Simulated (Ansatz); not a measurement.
# SiGe: under pressure

The task here is to estimate one member of a computed series from the others.

Method: DFT r2SCAN, scalar-relativistic, plane waves, PAW, in Ansatz 0.2.0.

2 further runs of the same task are left out: 2 set aside as unsound or not needed.

## The starting structure

The structure is hexagonal, space group P6_3mc (No. 186). The conventional cell has a = 3.904 Å, b = 3.904 Å, c = 6.454 Å, α = 90.00°, β = 90.00°, γ = 120.00°. Around Si (site symmetry 3m) lie 4 Ge at 2.40 to 2.41 Å. Ge (site symmetry 3m) is surrounded by 4 Si at 2.40 to 2.41 Å.

As a file:

```cif
data_structure
_symmetry_space_group_name_H-M 'P6_3mc'
_symmetry_Int_Tables_number 186
_cell_length_a 3.9044
_cell_length_b 3.9044
_cell_length_c 6.4537
_cell_angle_alpha 90.000
_cell_angle_beta 90.000
_cell_angle_gamma 120.000
_cell_volume 85.20
loop_
_atom_site_label
_atom_site_type_symbol
_atom_site_symmetry_multiplicity
_atom_site_Wyckoff_symbol
_atom_site_fract_x
_atom_site_fract_y
_atom_site_fract_z
_atom_site_occupancy
Si1 Si 2 b 0.66667 0.33333 0.87447 1
Ge1 Ge 2 b 0.66667 0.33333 0.50053 1
```

It goes back to an entry of the Materials Project, which need not be the stable form.

This cell was relaxed beforehand with the same method: volume 21.30 Å³/atom, gap on the mesh 0.66 eV.

Set-up of the first run:

File input.yaml:

```yaml
crystal:
  lattice:
    - [3.9413293258, 0.0, 0.0]
    - [-1.9706646629, 3.4132913208, 0.0]
    - [0.0, 0.0, 6.5147583705]
  atoms:
    - { symbol: Si, position: [0.6666666667, 0.3333333333, 0.8744661518] }
    - { symbol: Si, position: [0.3333333333, 0.6666666667, 0.3744661518] }
    - { symbol: Ge, position: [0.6666666667, 0.3333333333, 0.5005328482] }
    - { symbol: Ge, position: [0.3333333333, 0.6666666667, 0.0005328482] }
basis:
  ecutwfc: 500
kpoints:
  mp_grid: { grid: [12, 12, 4] }
hamiltonian:
  xc: r2scan
scf:
  occupations: { method: gaussian, width: 0.02 }
output:
  forces: true
  stress: true
  eigenvalues: true
relax:
  adjacent_minimum: "off"
  f_tol: 0.008
  max_steps: 50
  cell: { stress_tol: 0.08, p_target: -3.0 }
```

Command:

```
$ ansatz run input.yaml --threads 1 --pin off --max-ram 2560MiB --backend cpu --events-out ev --progress --plain --runs-dir out
```

Steps of the session up to this table: -3 GPa; The gap over the whole zone at -3 GPa; Relaxing at 3 GPa; Seeking the band edges at 3 GPa; Relaxing at 8 GPa; Seeking the band edges at 8 GPa; Target pressure 15 GPa; The gap over the whole zone at 15 GPa; Relaxing at 30 GPa; Seeking the band edges at 30 GPa; Relaxing at 60 GPa.

One of the session's tables, all rows but one given; the rest of the session is left out.

Lengths are those of the vectors of the cell that was run:

| P (GPa) | V (Å³/atom) | a (Å) | b (Å) | c (Å) | ΔH (eV/atom) |
| --- | --- | --- | --- | --- | --- |
| -3 | 22.15 | 3.955 | 3.955 | 6.539 | -0.406 |
| 0 | 21.30 | 3.904 | 3.904 | 6.454 | 0.000 |
| 3 | 20.60 | 3.861 | 3.861 | 6.384 | 0.392 |
| 8 | 19.67 | 3.800 | 3.800 | 6.291 | 1.020 |
| 15 | ? | ? | ? | ? | ? |
| 30 | 17.08 | 3.619 | 3.619 | 6.022 | 3.524 |
| 60 | 15.10 | 3.462 | 3.462 | 5.820 | 6.520 |

**Question.** Estimate the row for P (GPa) = 15.

Worked estimate for «V (Å³/atom)». A straight line through the neighbours (8, 19.67) and (30, 17.08) gives 19.67 + (17.08 − 19.67) × (15 − 8) / (30 − 8) = 18.85; a parabola fitted to 4 rows on both sides gives 18.78.

**Answer.** V (Å³/atom): 18.65; a (Å): 3.731; b (Å): 3.731; c (Å): 6.187; ΔH (eV/atom): 1.856. In «V (Å³/atom)» the line misses by +0.20 and the parabola by +0.13.

ΔH is E + PV over the energy at zero pressure; a, b and c are the vectors of the computed cell.

Limits of these values: Other structures may take over in this range; these runs cannot find them.
